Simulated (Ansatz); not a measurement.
# Nickel, diamond under BLYP: structure, energy and stiffness, part 2 of 2

What does BLYP give for nickel in the diamond structure? We relax it, solve it on a dense k-mesh, then scale the cell to 7 volumes from 88 to 112 % of the relaxed one and try a fit of the equation of state. Spin polarisation is left out, though the real metal is magnetic, so this state lies above the ground state. The k-meshes are 11×11×11 for the relaxation; 17×17×17 for the dense run; 12×12×12 for the volumes.

Ansatz 0.2.0; DFT, BLYP, plane waves (420 eV) with PAW, scalar-relativistic.

## 4. At 88 % of the relaxed volume

This is Ni in the diamond structure; at room conditions it is fcc.

input.yaml

```yaml
crystal:
  lattice:
    - [0.0, 2.4848462745, 2.4848462745]
    - [2.4848462745, 0.0, 2.4848462745]
    - [2.4848462745, 2.4848462745, 0.0]
  atoms:
    - { symbol: Ni, position: [0.125, 0.125, 0.125] }
    - { symbol: Ni, position: [0.875, 0.875, 0.875] }
hamiltonian:
  xc: blyp
  pseudopotentials:
    kind: paw
    azcp:
      Ni: "pseudopotentials/Ni.paw.azcp"
basis:
  ecutwfc: 420
  fft_grid_basis: typed
kpoints:
  mp_grid: { grid: [12, 12, 12], shift: [0, 0, 0] }
magnetization:
  spin_polarized: false
scf:
  occupations: { method: fermi_dirac, width: 0.1 }
  lower_state_search: "off"
output:
  stress: true
  write_density: true
  write_potential: true
  elf: true
  volumetric_format: npy
```

The program printed, cut to the lines that bear on the results:

```text
Warning: RAYON_NUM_THREADS=2 ignored (pool sized by the plan → 2); use --threads N
[...]
Pseudopotentials: kind: paw
Pseudopotential: Ni, paw, valence charge 18, recommended cutoff 420 eV (normal), <dir>
Functional definition: BLYP
[...]
Crystal: 2 atoms, lattice volume = 30.685 Å³
Basis set: ecut = 420 eV, 609 PW (Γ), exchange–correlation on 48×48×48 points (8 copies of the dense FFT grid, shifted against one another)
Bands: 22, of which v1, the nominal top of the filled ones, is band 18 counted from 1 (17 counted from 0)
Symmetry: 48 space group operations
Space group: Fd-3m (ITA 227), of the structure as read, at distance tolerance 3.1e-5 Å
k-points: 72 of 1728
[...]
SCF iter   1: F=—  HF=-11694.643558 eV  |F-HF|=—  |Δ(HF+E_count)|=         —  Δρ=2.65e-2  dr2=1.65e-1  ethr=1.77e-3  ⟨swp⟩=5.7  Hψ=6095  notcnv=0
[...]
SCF iter   7: F=-11694.617101 eV  HF=-11694.617101 eV  |F-HF|=3.98e-10  |Δ(HF+E_count)|=   1.69e-8  Δρ=1.48e-6  dr2=3.51e-10  ethr=9.56e-12  ⟨swp⟩=5.0  Hψ=8909  notcnv=0
[...]
SCF converged after 7 iterations
Free energy (F): -11694.617101 eV
[...]
E sigma→0 (E₀):  -11694.516123 eV
Entropy (-TS):   -0.201956 eV (-100.978 meV/atom)
Fermi energy:    11.943735 eV
[...]
--- Stress (GPa, compression-positive) ---
       13.486010       0.000000      -0.000000
        0.000000      13.486010       0.000000
        0.000000      -0.000000      13.486010
  P = ⅓ Tr σ = 13.4860 GPa (134.860 kbar)
--- Band table (eV; the first three rows and the last of 72) ---
  k-point 0: bands = ["-91.0737", "-90.9396", "-51.6493", "-51.6493", "-51.6493", "-51.3824", "-51.3824", "-51.3824", "5.2014", "9.0488", "9.0488", "9.1435", "9.1435", "9.1435", "10.7394", "10.7394", "10.7394", "11.8519", "11.8519", "24.5424", "24.5424", "24.5424"]
[...]
```

Wall time 3.9 s (2 threads of AMD EPYC 7R43 (Zen 3), shared host); peak memory 0.37 GiB.

The maps below are laid out on this run's own conventional cell (a, b, c = 4.970, 4.970, 4.970 Å).

Density in a lattice plane of the grid's cell (edges 4.97 and 4.97 Å, at 0.125 of the third edge), which holds Ni.

Ten even steps from '0' (0.05 e/Å³) to '9' (44.68 e/Å³):
```
000000000000000000000000
000000000000000000000000
000000000000000000000000
000000000000000000000000
000000000000000000000000
000000000000012321000000
000000000000027972000000
000000000000026972000000
000000000000012321000000
000000000000000000000000
000000000000000000000000
000000000000000000000000
000000000000000000000000
000000000000000000000000
000000000000000000000000
012321000000000000000000
027972000000000000000000
026972000000000000000000
012321000000000000000000
000000000000000000000000
```
Columns run along the first of these edges and rows up along the second, over one cell in 24 and 20 even steps from the bottom left corner. Atoms in the plane (fractional): Ni at (0.12, 0.12), Ni at (0.62, 0.62).

ELF in the same plane.

Values, 12 rows by 12 columns:
```
0.24 0.19 0.19 0.23 0.24 0.21 0.22 0.22 0.22 0.22 0.21 0.24
0.22 0.22 0.22 0.22 0.21 0.24 0.24 0.19 0.19 0.24 0.24 0.21
0.16 0.13 0.13 0.16 0.22 0.23 0.20 0.28 0.28 0.21 0.24 0.22
0.13 0.08 0.08 0.13 0.22 0.19 0.27 0.52 0.52 0.28 0.19 0.22
0.13 0.08 0.08 0.13 0.22 0.19 0.27 0.52 0.52 0.28 0.19 0.22
0.15 0.13 0.13 0.16 0.22 0.24 0.20 0.27 0.27 0.20 0.24 0.22
0.22 0.22 0.22 0.22 0.21 0.24 0.24 0.19 0.19 0.23 0.24 0.21
0.24 0.19 0.19 0.24 0.24 0.21 0.22 0.22 0.22 0.22 0.21 0.24
0.20 0.28 0.28 0.21 0.24 0.22 0.16 0.13 0.13 0.16 0.22 0.23
0.27 0.52 0.52 0.28 0.19 0.22 0.13 0.08 0.08 0.13 0.22 0.19
0.27 0.52 0.52 0.28 0.19 0.22 0.13 0.08 0.08 0.13 0.22 0.19
0.20 0.27 0.27 0.20 0.24 0.22 0.15 0.13 0.13 0.16 0.22 0.24
```
Columns run along the first of these edges and rows up along the second, over one cell in 12 and 12 even steps from the bottom left corner. Atoms in the plane (fractional): Ni at (0.12, 0.12), Ni at (0.62, 0.62).

Both are smooth fields of the valence electrons: close to the nuclei they are not physical.

## 5. At 92 % of the relaxed volume

input.yaml, as its differences from that of step 4:

```diff
@@ -2,5 +2,5 @@
   lattice:
-    - [0.0, 2.4848462745, 2.4848462745]
-    - [2.4848462745, 0.0, 2.4848462745]
-    - [2.4848462745, 2.4848462745, 0.0]
+    - [0.0, 2.5219390009, 2.5219390009]
+    - [2.5219390009, 0.0, 2.5219390009]
+    - [2.5219390009, 2.5219390009, 0.0]
   atoms:
@@ -26,5 +26 @@
   stress: true
-  write_density: true
-  write_potential: true
-  elf: true
-  volumetric_format: npy
```

The program printed, cut to the lines that bear on the results:

```text
Warning: RAYON_NUM_THREADS=2 ignored (pool sized by the plan → 2); use --threads N
[...]
[... 3 set-up lines as earlier in the session ...]
[...]
Crystal: 2 atoms, lattice volume = 32.080 Å³
Basis set: ecut = 420 eV, 609 PW (Γ), exchange–correlation on 48×48×48 points (8 copies of the dense FFT grid, shifted against one another)
Bands: 22, of which v1, the nominal top of the filled ones, is band 18 counted from 1 (17 counted from 0)
[... 1 set-up line as earlier in the session ...]
Space group: Fd-3m (ITA 227), of the structure as read, at distance tolerance 3.2e-5 Å
k-points: 72 of 1728
[...]
SCF iter   1: F=—  HF=-11694.736093 eV  |F-HF|=—  |Δ(HF+E_count)|=         —  Δρ=2.61e-2  dr2=1.71e-1  ethr=1.77e-3  ⟨swp⟩=5.6  Hψ=6081  notcnv=0
[...]
SCF iter   7: F=-11694.709250 eV  HF=-11694.709250 eV  |F-HF|=1.64e-11  |Δ(HF+E_count)|=   1.69e-8  Δρ=6.43e-7  dr2=5.69e-11  ethr=9.86e-12  ⟨swp⟩=1.9  Hψ=4505  notcnv=0
[...]
SCF converged after 7 iterations
Free energy (F): -11694.709250 eV
[...]
E sigma→0 (E₀):  -11694.605336 eV
Entropy (-TS):   -0.207829 eV (-103.915 meV/atom)
Fermi energy:    11.208634 eV
[...]
--- Stress (GPa, compression-positive) ---
        7.906378       0.000000       0.000000
        0.000000       7.906378      -0.000000
        0.000000      -0.000000       7.906378
  P = ⅓ Tr σ = 7.9064 GPa (79.064 kbar)
```

It took 3.1 s on 2 threads of AMD EPYC 7R43 (Zen 3), shared host; peak memory 0.38 GiB.

## 6. At 96 % of the relaxed volume

input.yaml, as its differences from that of step 5:

```diff
@@ -2,5 +2,5 @@
   lattice:
-    - [0.0, 2.5219390009, 2.5219390009]
-    - [2.5219390009, 0.0, 2.5219390009]
-    - [2.5219390009, 2.5219390009, 0.0]
+    - [0.0, 2.5579715691, 2.5579715691]
+    - [2.5579715691, 0.0, 2.5579715691]
+    - [2.5579715691, 2.5579715691, 0.0]
   atoms:
```

The program printed, cut to the lines that bear on the results:

```text
Warning: RAYON_NUM_THREADS=2 ignored (pool sized by the plan → 2); use --threads N
[...]
[... 3 set-up lines as earlier in the session ...]
[...]
Crystal: 2 atoms, lattice volume = 33.475 Å³
Basis set: ecut = 420 eV, 645 PW (Γ), exchange–correlation on 50×50×50 points (8 copies of the dense FFT grid, shifted against one another)
Bands: 22, of which v1, the nominal top of the filled ones, is band 18 counted from 1 (17 counted from 0)
[... 2 set-up lines as earlier in the session ...]
k-points: 72 of 1728
[...]
SCF iter   1: F=—  HF=-11694.785277 eV  |F-HF|=—  |Δ(HF+E_count)|=         —  Δρ=2.58e-2  dr2=1.76e-1  ethr=1.77e-3  ⟨swp⟩=5.5  Hψ=6073  notcnv=0
[...]
SCF iter   7: F=-11694.758124 eV  HF=-11694.758124 eV  |F-HF|=5.80e-10  |Δ(HF+E_count)|=   9.76e-9  Δρ=1.63e-6  dr2=4.34e-10  ethr=8.01e-12  ⟨swp⟩=2.0  Hψ=5326  notcnv=0
[...]
SCF converged after 7 iterations
Free energy (F): -11694.758124 eV
[...]
E sigma→0 (E₀):  -11694.651393 eV
Entropy (-TS):   -0.213462 eV (-106.731 meV/atom)
Fermi energy:    10.537250 eV
[...]
--- Stress (GPa, compression-positive) ---
        3.495120      -0.000000      -0.000000
        0.000000       3.495120       0.000000
        0.000000      -0.000000       3.495120
  P = ⅓ Tr σ = 3.4951 GPa (34.951 kbar)
```

It took 2.9 s on 2 threads of AMD EPYC 7R43 (Zen 3), shared host; peak memory 0.38 GiB.

## 7. At 100 % of the relaxed volume

input.yaml, as its differences from that of step 6:

```diff
@@ -2,5 +2,5 @@
   lattice:
-    - [0.0, 2.5579715691, 2.5579715691]
-    - [2.5579715691, 0.0, 2.5579715691]
-    - [2.5579715691, 2.5579715691, 0.0]
+    - [0.0, 2.5930166304, 2.5930166304]
+    - [2.5930166304, 0.0, 2.5930166304]
+    - [2.5930166304, 2.5930166304, 0.0]
   atoms:
```

The program printed, cut to the lines that bear on the results:

```text
Warning: RAYON_NUM_THREADS=2 ignored (pool sized by the plan → 2); use --threads N
[...]
[... 3 set-up lines as earlier in the session ...]
[...]
Crystal: 2 atoms, lattice volume = 34.870 Å³
Basis set: ecut = 420 eV, 701 PW (Γ), exchange–correlation on 50×50×50 points (8 copies of the dense FFT grid, shifted against one another)
Bands: 22, of which v1, the nominal top of the filled ones, is band 18 counted from 1 (17 counted from 0)
[... 2 set-up lines as earlier in the session ...]
k-points: 72 of 1728
[...]
SCF iter   1: F=—  HF=-11694.799917 eV  |F-HF|=—  |Δ(HF+E_count)|=         —  Δρ=2.54e-2  dr2=1.80e-1  ethr=1.77e-3  ⟨swp⟩=5.5  Hψ=6101  notcnv=0
[...]
SCF iter   7: F=-11694.772758 eV  HF=-11694.772758 eV  |F-HF|=7.77e-10  |Δ(HF+E_count)|=   1.30e-8  Δρ=1.97e-6  dr2=6.99e-10  ethr=1.36e-11  ⟨swp⟩=1.6  Hψ=5074  notcnv=0
[...]
SCF converged after 7 iterations
Free energy (F): -11694.772758 eV
[...]
E sigma→0 (E₀):  -11694.663327 eV
Entropy (-TS):   -0.218862 eV (-109.431 meV/atom)
Fermi energy:    9.921979 eV
[...]
--- Stress (GPa, compression-positive) ---
        0.006771      -0.000000      -0.000000
       -0.000000       0.006771      -0.000000
        0.000000      -0.000000       0.006771
  P = ⅓ Tr σ = 0.0068 GPa (0.068 kbar)
```

It took 3.2 s on 2 threads of AMD EPYC 7R43 (Zen 3), shared host; peak memory 0.39 GiB.

## 8. At 104 % of the relaxed volume

input.yaml, as its differences from that of step 7:

```diff
@@ -2,5 +2,5 @@
   lattice:
-    - [0.0, 2.5930166304, 2.5930166304]
-    - [2.5930166304, 0.0, 2.5930166304]
-    - [2.5930166304, 2.5930166304, 0.0]
+    - [0.0, 2.6271391834, 2.6271391834]
+    - [2.6271391834, 0.0, 2.6271391834]
+    - [2.6271391834, 2.6271391834, 0.0]
   atoms:
```

The program printed, cut to the lines that bear on the results:

```text
Warning: RAYON_NUM_THREADS=2 ignored (pool sized by the plan → 2); use --threads N
[...]
[... 3 set-up lines as earlier in the session ...]
[...]
Crystal: 2 atoms, lattice volume = 36.264 Å³
Basis set: ecut = 420 eV, 725 PW (Γ), exchange–correlation on 50×50×50 points (8 copies of the dense FFT grid, shifted against one another)
Bands: 22, of which v1, the nominal top of the filled ones, is band 18 counted from 1 (17 counted from 0)
[... 2 set-up lines as earlier in the session ...]
k-points: 72 of 1728
[...]
SCF iter   1: F=—  HF=-11694.787041 eV  |F-HF|=—  |Δ(HF+E_count)|=         —  Δρ=2.49e-2  dr2=1.81e-1  ethr=1.77e-3  ⟨swp⟩=5.3  Hψ=6107  notcnv=0
[...]
SCF iter   7: F=-11694.760343 eV  HF=-11694.760343 eV  |F-HF|=7.09e-10  |Δ(HF+E_count)|=   1.45e-8  Δρ=1.83e-6  dr2=5.61e-10  ethr=1.09e-11  ⟨swp⟩=2.0  Hψ=5488  notcnv=0
[...]
SCF converged after 7 iterations
Free energy (F): -11694.760343 eV
[...]
E sigma→0 (E₀):  -11694.648332 eV
Entropy (-TS):   -0.224022 eV (-112.011 meV/atom)
Fermi energy:    9.356395 eV
[...]
--- Stress (GPa, compression-positive) ---
       -2.749618       0.000000       0.000000
        0.000000      -2.749618      -0.000000
        0.000000       0.000000      -2.749618
  P = ⅓ Tr σ = -2.7496 GPa (-27.496 kbar)
```

It took 3.4 s on 2 threads of AMD EPYC 7R43 (Zen 3), shared host; peak memory 0.38 GiB.

## 9. At 108 % of the relaxed volume

input.yaml, as its differences from that of step 8:

```diff
@@ -2,5 +2,5 @@
   lattice:
-    - [0.0, 2.6271391834, 2.6271391834]
-    - [2.6271391834, 0.0, 2.6271391834]
-    - [2.6271391834, 2.6271391834, 0.0]
+    - [0.0, 2.6603976404, 2.6603976404]
+    - [2.6603976404, 0.0, 2.6603976404]
+    - [2.6603976404, 2.6603976404, 0.0]
   atoms:
@@ -26 +26,5 @@
   stress: true
+  write_density: true
+  write_potential: true
+  elf: true
+  volumetric_format: npy
```

The program printed, cut to the lines that bear on the results:

```text
Warning: RAYON_NUM_THREADS=2 ignored (pool sized by the plan → 2); use --threads N
[...]
[... 3 set-up lines as earlier in the session ...]
[...]
Crystal: 2 atoms, lattice volume = 37.659 Å³
Basis set: ecut = 420 eV, 725 PW (Γ), exchange–correlation on 54×54×54 points (8 copies of the dense FFT grid, shifted against one another)
Bands: 22, of which v1, the nominal top of the filled ones, is band 18 counted from 1 (17 counted from 0)
[... 1 set-up line as earlier in the session ...]
Space group: Fd-3m (ITA 227), of the structure as read, at distance tolerance 3.4e-5 Å
k-points: 72 of 1728
[...]
SCF iter   1: F=—  HF=-11694.752833 eV  |F-HF|=—  |Δ(HF+E_count)|=         —  Δρ=2.43e-2  dr2=1.81e-1  ethr=1.77e-3  ⟨swp⟩=5.2  Hψ=6133  notcnv=0
[...]
SCF iter   7: F=-11694.726558 eV  HF=-11694.726558 eV  |F-HF|=7.64e-11  |Δ(HF+E_count)|=   1.36e-8  Δρ=4.97e-7  dr2=3.75e-11  ethr=1.16e-11  ⟨swp⟩=4.9  Hψ=8585  notcnv=0
[...]
SCF converged after 7 iterations
Free energy (F): -11694.726558 eV
[...]
E sigma→0 (E₀):  -11694.612094 eV
Entropy (-TS):   -0.228927 eV (-114.464 meV/atom)
Fermi energy:    8.834967 eV
[...]
--- Stress (GPa, compression-positive) ---
       -4.922122      -0.000000      -0.000000
       -0.000000      -4.922122       0.000000
       -0.000000       0.000000      -4.922122
  P = ⅓ Tr σ = -4.9221 GPa (-49.221 kbar)
--- Band table (eV; the first three rows and the last of 72) ---
  k-point 0: bands = ["-93.7779", "-93.7166", "-54.3190", "-54.3190", "-54.3190", "-54.1797", "-54.1797", "-54.1797", "3.1252", "6.6653", "6.6653", "6.6857", "6.6857", "6.6857", "7.9293", "7.9293", "7.9293", "8.7352", "8.7352", "19.6125", "19.6125", "19.6125"]
[...]
```

Wall time 4.4 s (2 threads of AMD EPYC 7R43 (Zen 3), shared host); peak memory 0.39 GiB.

## 10. At 112 % of the relaxed volume

input.yaml, as its differences from that of step 9:

```diff
@@ -2,5 +2,5 @@
   lattice:
-    - [0.0, 2.6603976404, 2.6603976404]
-    - [2.6603976404, 0.0, 2.6603976404]
-    - [2.6603976404, 2.6603976404, 0.0]
+    - [0.0, 2.6928447119, 2.6928447119]
+    - [2.6928447119, 0.0, 2.6928447119]
+    - [2.6928447119, 2.6928447119, 0.0]
   atoms:
```

The program printed, cut to the lines that bear on the results:

```text
Warning: RAYON_NUM_THREADS=2 ignored (pool sized by the plan → 2); use --threads N
[...]
[... 3 set-up lines as earlier in the session ...]
[...]
Crystal: 2 atoms, lattice volume = 39.054 Å³
Basis set: ecut = 420 eV, 749 PW (Γ), exchange–correlation on 54×54×54 points (8 copies of the dense FFT grid, shifted against one another)
Bands: 22, of which v1, the nominal top of the filled ones, is band 18 counted from 1 (17 counted from 0)
[... 2 set-up lines as earlier in the session ...]
k-points: 72 of 1728
[...]
SCF iter   1: F=—  HF=-11694.701563 eV  |F-HF|=—  |Δ(HF+E_count)|=         —  Δρ=2.36e-2  dr2=1.79e-1  ethr=1.77e-3  ⟨swp⟩=5.1  Hψ=6152  notcnv=0
[...]
SCF iter   7: F=-11694.675973 eV  HF=-11694.675973 eV  |F-HF|=1.80e-10  |Δ(HF+E_count)|=   1.32e-8  Δρ=4.53e-7  dr2=4.08e-11  ethr=3.41e-11  ⟨swp⟩=5.0  Hψ=9277  notcnv=0
[...]
SCF converged after 7 iterations
Free energy (F): -11694.675973 eV
[...]
E sigma→0 (E₀):  -11694.559191 eV
Entropy (-TS):   -0.233564 eV (-116.782 meV/atom)
Fermi energy:    8.352912 eV
[...]
--- Stress (GPa, compression-positive) ---
       -6.628311       0.000000      -0.000000
        0.000000      -6.628311       0.000000
       -0.000000      -0.000000      -6.628311
  P = ⅓ Tr σ = -6.6283 GPa (-66.283 kbar)
--- Band table (eV; the first three rows and the last of 72) ---
  k-point 0: bands = ["-94.1994", "-94.1465", "-54.7364", "-54.7364", "-54.7364", "-54.6129", "-54.6129", "-54.6129", "2.8081", "6.2908", "6.2908", "6.3025", "6.3025", "6.3025", "7.4912", "7.4912", "7.4912", "8.2515", "8.2515", "18.8377", "18.8377", "18.8377"]
[...]
```

Run time: 4.9 s. Hardware: 2 threads of AMD EPYC 7R43 (Zen 3), shared host; peak memory 0.4 GiB.

## 11. Energy and pressure against volume

All volumes keep the relaxed shape and fractional coordinates.

```
V (Å³/atom)  E − E₀ (meV/atom)  P from the stress (GPa)  P from the fit (GPa)
     15.343               73.7                    13.49                 13.16
     16.040               29.0                     7.91                  7.57
     16.737                6.0                     3.50                  3.17
     17.435                0.0                     0.01                 -0.30
     18.132                7.5                    -2.75                 -3.04
     18.830               25.7                    -4.92                 -5.20
     19.527               52.1                    -6.63                 -6.90
```

Fit (Birch-Murnaghan, third order): V₀ = 17.368 Å³/atom, B₀ = 78 GPa, B₀′ = 4.9, largest residual 0.02 meV/atom.

The fit is made to E(σ → 0), while the stress belongs to the free energy F; that is one source of the offset between the two pressures.

## 12. Results

The summary covers parts 1 to 2.

| quantity | value |
| --- | --- |
| space group (spins left aside) | Fd-3m (No. 227) |
| conventional cell | a = 5.186 Å |
| volume | 17.435 Å³/atom |
| shortest distance | 2.246 Å |
| gap on the mesh | none (levels filled in part) |
| relative to fcc, ferromagnetic | +947 meV/atom |
| V₀, B₀, B₀′ | 17.368 Å³/atom, 78 GPa, 4.9 |

In words: From the guessed start the volume grew by 18.1 % in 7 steps. It lies 947 meV/atom above the element's reference form at the same level (fcc, ferromagnetic, from a run of its own); part of this is magnetic energy, as this run has no moments. No gap shows: it is a metal or semimetal at this level. B₀ comes out at 78 GPa. The symmetry was held, so the structure may be unstable against distortions that break it.
